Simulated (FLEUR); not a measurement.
# CuO (P4/mmm) in FLEUR: notebook

Runs on CuO. Level: LDA. Tasks: band structure, equation of state.

All numbers are computed with FLEUR MaX-R8.1 (later development tree); they aren't measurements. Logs are shortened: lines on timing, memory, paths and dates and some standing lists are left out, and cuts for length are marked.

### 1 The structure

It takes space group P4/mmm (No. 123, tetragonal). Conventional cell: a = 4.161 Å, b = 4.161 Å, c = 3.888 Å, α = 90.00°, β = 90.00°, γ = 90.00°. Around Cu (site symmetry mmm) lie 4 O at 1.94 to 2.08 Å. Cu (site symmetry 4/mmm) has 6 O at 1.94 to 2.08 Å as nearest neighbours. O (site symmetry 4/mmm) is surrounded by 6 Cu at 1.94 to 2.08 Å. Around O (site symmetry mmm) lie 4 Cu at 1.94 to 2.08 Å.

Measurements of this composition are mostly on another form, of space group No. 15.

### 2 Band structure, LDA

File inp.xml:

```xml
<?xml version="1.0" encoding="UTF-8" standalone="no"?>
<fleurInput fleurInputVersion="0.39">
   <comment>
      CuO                                                                                                 
   </comment>
   <calculationSetup>
      <cutoffs Kmax="5.08" Gmax="15.7" GmaxXC="15.7" numbands="0"/>
      <scfLoop itmax="60" minDistance="0.00001" maxIterBroyd="15" imix="Anderson" alpha="0.05" precondParam="0.0" spinf="2.0" sdNocoIR="T"/>
      <coreElectrons ctail="T" frcor="F" kcrel="0" coretail_lmax="0"/>
      <xcFunctional name="vwn" relativisticCorrections="F"/>
      <magnetism jspins="1"/>
      <soc l_soc="F" theta="0.0" phi="0.0" spav="F"/>
      <expertModes spex="0" secvar="F"/>
      <geometryOptimization l_f="F" forcealpha="1.0" forcemix="BFGS" epsdisp="0.00001" epsforce="0.00001"/>
      <ldaU l_linMix="F" mixParam="0.05" spinf="1.0"/>
   </calculationSetup>
   <cell>
      <bzIntegration valenceElectrons="75.0" mode="hist" fermiSmearingEnergy="0.00183747">
         <kPointListSelection listName="default-1"/>
         <!-- k-points included here -->
         <xi:include xmlns:xi="http://www.w3.org/2001/XInclude" href="kpts.xml"> </xi:include>
      </bzIntegration>
      <!-- symmetry operations included here -->
[... 43 lines left out ...]
         <relPos label="                   2">.0000000000 1.000/2.000 1.000/2.000</relPos>
         <force calculate="T" relaxXYZ="TTT"/>
      </atomGroup>
      <atomGroup species="Copper (Cu)">
         <relPos label="                   3">.0000000000 .0000000000 .0000000000</relPos>
         <force calculate="T" relaxXYZ="TTT"/>
      </atomGroup>
      <atomGroup species="Oxygen (O)">
         <relPos label="                   4">.0000000000 .0000000000 1.000/2.000</relPos>
         <force calculate="T" relaxXYZ="TTT"/>
      </atomGroup>
      <atomGroup species="Oxygen (O)">
         <relPos label="                   5">1.000/2.000 .0000000000 .0000000000</relPos>
         <relPos label="                   6">.0000000000 1.000/2.000 .0000000000</relPos>
         <force calculate="T" relaxXYZ="TTT"/>
      </atomGroup>
   </atomGroups>
   <output dos="F" band="F" slice="F">
      <checks vchk="F" cdinf="F"/>
      <bandDOS minEnergy="-.5*Htr" maxEnergy="0.5*Htr" sigma="0.015" storeEVData="T"/>
      <vacuumDOS vacdos="F" integ="F" star="F" nstars="0" locx1="0.0" locy1="0.0" locx2="0.0" locy2="0.0" nstm="0" tworkf="0.0"/>
      <unfoldingBand unfoldBand="F" supercellX="1" supercellY="1" supercellZ="1"/>
      <plotting iplot="0" polar="F">
         <plot TwoD="T" vec1="  1.0  0.0  0.0" vec2="  0.0  1.0  0.0" vec3="  0.0  0.0  1.0" zero="  0.0  0.0  0.0" file="plot"/>
      </plotting>
      <chargeDensitySlicing numkpt="0" minEigenval="0.0" maxEigenval="0.0" nnne="0" pallst="F"/>
      <specialOutput eonly="F"/>
      <moessbauerParams electricFieldGradient="T" isomerShift="T" coreHyperfine="T" valenceHyperfine="T"/>
      <magneticCircularDichroism mcd="F" energyLo="-10.0" energyUp="0.0"/>
   </output>
  <!-- We include the file relax.xml here to enable relaxations (see documentation) -->
  <xi:include xmlns:xi="http://www.w3.org/2001/XInclude" href="relax.xml"> <xi:fallback/> </xi:include>
</fleurInput>
```

File crystal.txt:

```
CuO
&input cartesian=F /
4.1609370000  0.0000000000  0.0000000000
0.0000000000  4.1609370000  0.0000000000
0.0000000000  0.0000000000  3.8876430000
1.8897261246
1.0 1.0 1.0

6
29 0.5000000000  0.0000000000  0.5000000000
29 0.0000000000  0.5000000000  0.5000000000
29 0.0000000000  0.0000000000  0.0000000000
8 0.0000000000  0.0000000000  0.5000000000
8 0.5000000000  0.0000000000  0.0000000000
8 0.0000000000  0.5000000000  0.0000000000

&kpt div1=7 div2=7 div3=7 gamma=T /
```

File inp.xml (bands):

```
<?xml version="1.0" encoding="UTF-8" standalone="no"?>
<fleurInput fleurInputVersion="0.39">
   <comment>
      CuO                                                                                                 
   </comment>
   <calculationSetup>
      <cutoffs Kmax="5.08" Gmax="15.7" GmaxXC="15.7" numbands="0"/>
      <scfLoop itmax="60" minDistance="0.00001" maxIterBroyd="15" imix="Anderson" alpha="0.05" precondParam="0.0" spinf="2.0" sdNocoIR="T"/>
      <coreElectrons ctail="T" frcor="F" kcrel="0" coretail_lmax="0"/>
      <xcFunctional name="vwn" relativisticCorrections="F"/>
      <magnetism jspins="1"/>
      <soc l_soc="F" theta="0.0" phi="0.0" spav="F"/>
      <expertModes spex="0" secvar="F"/>
      <geometryOptimization l_f="F" forcealpha="1.0" forcemix="BFGS" epsdisp="0.00001" epsforce="0.00001"/>
      <ldaU l_linMix="F" mixParam="0.05" spinf="1.0"/>
   </calculationSetup>
   <cell>
      <bzIntegration valenceElectrons="75.0" mode="hist" fermiSmearingEnergy="0.00183747">
         <kPointListSelection listName="path-1"/>
         <!-- k-points included here -->
         <xi:include xmlns:xi="http://www.w3.org/2001/XInclude" href="kpts.xml"> </xi:include>
      </bzIntegration>
      <!-- symmetry operations included here -->
      <xi:include xmlns:xi="http://www.w3.org/2001/XInclude" href="sym.xml"> </xi:include>
      <bulkLattice scale="1.0">
         <bravaisMatrix>
[... 41 lines left out ...]
         <force calculate="T" relaxXYZ="TTT"/>
      </atomGroup>
      <atomGroup species="Copper (Cu)">
         <relPos label="                   3">.0000000000 .0000000000 .0000000000</relPos>
         <force calculate="T" relaxXYZ="TTT"/>
      </atomGroup>
      <atomGroup species="Oxygen (O)">
         <relPos label="                   4">.0000000000 .0000000000 1.000/2.000</relPos>
         <force calculate="T" relaxXYZ="TTT"/>
      </atomGroup>
      <atomGroup species="Oxygen (O)">
         <relPos label="                   5">1.000/2.000 .0000000000 .0000000000</relPos>
         <relPos label="                   6">.0000000000 1.000/2.000 .0000000000</relPos>
         <force calculate="T" relaxXYZ="TTT"/>
      </atomGroup>
   </atomGroups>
   <output dos="F" band="T" slice="F">
      <checks vchk="F" cdinf="F"/>
      <bandDOS minEnergy="-.5*Htr" maxEnergy="0.5*Htr" sigma="0.015" storeEVData="T"/>
      <vacuumDOS vacdos="F" integ="F" star="F" nstars="0" locx1="0.0" locy1="0.0" locx2="0.0" locy2="0.0" nstm="0" tworkf="0.0"/>
      <unfoldingBand unfoldBand="F" supercellX="1" supercellY="1" supercellZ="1"/>
      <plotting iplot="0" polar="F">
         <plot TwoD="T" vec1="  1.0  0.0  0.0" vec2="  0.0  1.0  0.0" vec3="  0.0  0.0  1.0" zero="  0.0  0.0  0.0" file="plot"/>
      </plotting>
      <chargeDensitySlicing numkpt="0" minEigenval="0.0" maxEigenval="0.0" nnne="0" pallst="F"/>
      <specialOutput eonly="F"/>
      <moessbauerParams electricFieldGradient="T" isomerShift="T" coreHyperfine="T" valenceHyperfine="T"/>
      <magneticCircularDichroism mcd="F" energyLo="-10.0" energyUp="0.0"/>
   </output>
  <!-- We include the file relax.xml here to enable relaxations (see documentation) -->
  <xi:include xmlns:xi="http://www.w3.org/2001/XInclude" href="relax.xml"> <xi:fallback/> </xi:include>
</fleurInput>
```

Potentials or basis: all-electron, FLAPW.

The run is started by

```sh
inpgen -f crystal.txt -profile fastHighL
# inp.xml edited to the form shown
fleur_MPI
fleur_MPI   # second run, on inp.xml (bands)
```

The log of the run:

```text
Welcome to FLEUR        (www.flapw.de)
      MaX-Release 8.1          (www.max-centre.eu)

 ========== k-point set info ==========
 Selected k-point list: default-1
 k-point list type: mesh
 7 x 7 x 7
 Number of k points: 40

 ------------Calculation Setup---------------------------
 Number of MPI-tasks      :            1
 Number of PE/node        :            1
 Number of OMP-threads    :            1
 Most efficient MPI parallelization for:
           1           2           4           5           8          10          20          40
 Additional eigenvalue parallelization possible
 Number of basis functions:         1228
 Approximate size of matrices (H+S) per k-point:         0.022 GB
 --------------------------------------------------------
 Iteration:     1   Distance:      46.72774570 me/bohr^3
 Iteration:     2   Distance:      35.34478636 me/bohr^3
 Iteration:     3   Distance:      14.61367653 me/bohr^3
 Iteration:     4   Distance:      12.92507378 me/bohr^3
 Iteration:     5   Distance:       6.32249581 me/bohr^3
 Iteration:     6   Distance:       4.60074753 me/bohr^3
 Iteration:     7   Distance:       3.30431831 me/bohr^3
 Iteration:     8   Distance:       1.82286190 me/bohr^3
 Iteration:     9   Distance:       1.24754411 me/bohr^3
 Iteration:    10   Distance:       0.94824631 me/bohr^3
[... 6 lines left out ...]
 Iteration:    17   Distance:       0.01231873 me/bohr^3
 Iteration:    18   Distance:       0.00990621 me/bohr^3
 Iteration:    19   Distance:       0.00149557 me/bohr^3
 Iteration:    20   Distance:       0.00103479 me/bohr^3
 Iteration:    21   Distance:       0.00081535 me/bohr^3
 Iteration:    22   Distance:       0.00014139 me/bohr^3
 Iteration:    23   Distance:       0.00005866 me/bohr^3
 Iteration:    24   Distance:       0.00001880 me/bohr^3
 Iteration:    25   Distance:       0.00001365 me/bohr^3
 Iteration:    26   Distance:       0.00000165 me/bohr^3

 ********************************************************************
 Run finished successfully
 Stop message:
   all done
 ********************************************************************
```

Run time: 15 min. Hardware: 1 thread of Arm Neoverse V1, shared host; peak memory 0.13 GiB.

What came out:

| Item | Value |
| --- | --- |
| Free energy | -141003.1829 eV |
| Band gap along the path | none (metal or under the smearing width) |
| Valence electrons inside the program's atomic spheres | Cu 17.12, 17.10; O 4.68, 4.63 (radii Cu 1.93, O 1.47 bohr) |

Levels at the corners of the path, in eV from the Fermi level:
```csv
point,band 34,band 35,band 36,band 37,band 38,band 39,band 40,band 41,band 42,band 43
Γ,-1.73,-1.53,-1.50,-1.46,-1.46,-1.40,1.25,5.89,7.36,8.68
X,-1.66,-1.56,-1.52,-0.97,-0.75,-0.66,3.73,3.91,8.29,8.45
M,-1.47,-1.38,-0.74,-0.49,-0.49,0.94,3.54,6.16,6.16,8.32
Γ,-1.73,-1.53,-1.50,-1.46,-1.46,-1.40,1.25,5.89,7.36,8.68
Z,-1.15,-1.15,-0.78,-0.17,-0.17,-0.03,5.03,6.64,7.55,7.55
R,-1.09,-0.87,-0.44,-0.06,1.16,1.22,4.58,6.40,7.43,8.07
A,-0.37,0.19,1.20,1.20,1.27,1.27,1.82,6.85,8.17,8.17
Z,-1.15,-1.15,-0.78,-0.17,-0.17,-0.03,5.03,6.64,7.55,7.55
X,-1.66,-1.56,-1.52,-0.97,-0.75,-0.66,3.73,3.91,8.29,8.45
R,-1.09,-0.87,-0.44,-0.06,1.16,1.22,4.58,6.40,7.43,8.07
M,-1.47,-1.38,-0.74,-0.49,-0.49,0.94,3.54,6.16,6.16,8.32
A,-0.37,0.19,1.20,1.20,1.27,1.27,1.82,6.85,8.17,8.17
```

Core levels (eV from the Fermi level):
```tsv
atom	levels
1 Cu	1s1/2 -8828.3, 2s1/2 -1057.4, 2p1/2 -927.2, 2p3/2 -906.7
2 Cu	1s1/2 -8828.3, 2s1/2 -1057.4, 2p1/2 -927.2, 2p3/2 -906.7
3 Cu	1s1/2 -8828.8, 2s1/2 -1057.9, 2p1/2 -927.7, 2p3/2 -907.2
4 O	1s1/2 -503.1
5 O	1s1/2 -501.7
6 O	1s1/2 -501.7
```

Caveat: an odd number of electrons without spin polarisation forces a metal; a magnetic or distorted state may lie lower; the run has no spin polarisation, though such a crystal can be magnetic; semilocal functionals often make such compounds metallic where correlation or magnetic order opens a gap, which also shifts bond lengths.

(Continued in part 2 of 2.)
